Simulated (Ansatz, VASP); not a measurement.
Two plane-wave programs on Ag

File INCAR:

```
PREC = Accurate ; ENCUT = 600
EDIFF = 1E-6 ; ISMEAR = -1
SIGMA = 0.05 ; LREAL = F
LASPH = T ; NELM = 100
ALGO = Normal ; ISIF = 3
LWAVE = F ; LCHARG = F
GGA = PS ; IVDW = 12
IBRION = 2 ; NSW = 60
EDIFFG = -0.02
```

KPOINTS

```
Automatic mesh
0
Gamma
  11 11 11
```

POSCAR

```
Ag
1.0
   -1.6556540000      1.6556540000      1.6556540000
    1.6556540000     -1.6556540000      1.6556540000
    1.6556540000      1.6556540000     -1.6556540000
Ag
1
Direct
    0.0000000000      0.0000000000      0.0000000000
```

Contents of input.yaml:

```yaml
crystal:
  lattice:
    - [-1.655654, 1.655654, 1.655654]
    - [1.655654, -1.655654, 1.655654]
    - [1.655654, 1.655654, -1.655654]
  atoms:
    - { symbol: Ag, position: [0.0, 0.0, 0.0] }
hamiltonian:
  xc: pbesol
  pseudopotentials: { kind: paw }
  dispersion: d3bj
kpoints:
  mp_grid: { grid: [11, 11, 11] }
scf:
  occupations: { method: fermi_dirac, width: 0.05 }
output:
  forces: true
  stress: true
  eigenvalues: true
  write_density: true
  write_potential: true
  elf: true
  volumetric_format: npy
relax:
  f_tol: 0.01
  max_steps: 40
  cell: { stress_tol: 0.05 }
```

This isn't the form of Ag at room conditions, which is fcc.

Alike in both runs: task relaxation of cell and atoms; functional PBEsol; dispersion D3(BJ); k mesh 11 × 11 × 11; occupations fermi-dirac, width 0.05 eV; no spin polarisation.

|  | VASP | Ansatz |
| --- | --- | --- |
| version | VASP 6.6.1 | Ansatz 0.2.0 |
| potentials or method | VASP PAW PBE potentials, release 64 (Ag) | Ansatz PAW |
| plane-wave cutoff (eV) | 600 | 420 |
| valence electrons in the cell | 11 | 19 |

|  | VASP | Ansatz | Ansatz less VASP |
| --- | --- | --- | --- |
| gap on the k mesh at the Fermi level, each at its own relaxed structure (eV) | none | none | - |
| relaxed volume (Å³/atom) | 16.04 | 16.04 | +0.007 |
| relaxed cell length with the largest relative difference (Å) | 2.752 | 2.752 | +0.0004 |
| energy change over the relaxation (meV/atom) | -92 | -90 | +2.4 |

A gap of «none» marks a metal or a gap that the smearing closes. The two sets of potentials don't hold the same shells in valence.

Caveats: pairwise dispersion overbinds metals, which lowers pressure and volume; the PAW data sets were made with another functional, which shifts forces and pressure a little (VASP); the plane-wave basis is chosen anew once the cell has moved, so the energies of steps on either side of that aren't comparable (Ansatz); the PAW data sets come from PBE, with cores solved anew for the run's functional, which leaves a small shift of forces and pressure (Ansatz).
